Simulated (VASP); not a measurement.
Here is a VASP 6.6.1 calculation.

POSCAR

```
TePb
1.0
    0.0000000000      3.2218515830      3.2218515830
    3.2218515830      0.0000000000      3.2218515830
    3.2218515830      3.2218515830      0.0000000000
  Te              Pb
     1     1
Direct
     0.5000000000000000    0.5000000000000000    0.5000000000000000
     0.0000000000000000    0.0000000000000000    0.0000000000000000
```

The input INCAR.step1:

```
ALGO     = Normal         # electronic algorithm
EDIFF    = 1E-8           # SCF threshold, eV
EDIFFG   = -0.002         # ionic threshold
ENCUT    = 600            # plane-wave cutoff, eV
GGA      = PS             # functional
IBRION   = 2              # ionic algorithm
ISIF     = 3              # what is computed and relaxed
ISMEAR   = 0              # smearing method
LASPH    = T              # aspherical terms in the spheres
LCHARG   = F              # write CHGCAR
LREAL    = F              # projectors in reciprocal space
LWAVE    = F              # write WAVECAR
NELM     = 80             # most SCF steps
NSW      = 40             # ionic steps
PREC     = Accurate       # precision mode
SIGMA    = 0.03           # smearing width, eV
```

File INCAR.step2:

```
ALGO     = Normal         # electronic algorithm
EDIFF    = 1E-8           # SCF threshold, eV
ENCUT    = 600            # plane-wave cutoff, eV
GGA      = PS             # functional
IBRION   = 6              # ionic algorithm
ISIF     = 2              # what is computed and relaxed
ISMEAR   = 0              # smearing method
LASPH    = T              # aspherical terms in the spheres
LCHARG   = F              # write CHGCAR
LREAL    = F              # projectors in reciprocal space
LWAVE    = F              # write WAVECAR
NELM     = 80             # most SCF steps
NFREE    = 2            
NSW      = 1              # ionic steps
POTIM    = 0.015          # step
PREC     = Accurate       # precision mode
SIGMA    = 0.03           # smearing width, eV
```

The input KPOINTS:

```
k-points
0
Gamma
  8 8 8
```

Potentials or basis: VASP PAW PBE potentials, release 64 (Te, Pb_d).

Run with:

```sh
$ cat potpaw_PBE.64/Te/POTCAR potpaw_PBE.64/Pb_d/POTCAR > POTCAR
$ cp INCAR.step1 INCAR
$ mpirun -np 1 vasp_std > vasp.out
$ cp CONTCAR POSCAR
$ cp INCAR.step2 INCAR
$ mpirun -np 1 vasp_std > vasp.out
```

What does it give for the highest phonon frequency at Γ, LO-TO splitting left out?

42 cm⁻¹.

Phonon frequencies in cm⁻¹ (negative: imaginary):
| q point | frequencies |
| --- | --- |
| (0.000, 0.000, 0.000) | 0 0 0 42 42 42 |

 Spin-orbit coupling is left out, which matters for the levels of Pb, Te.
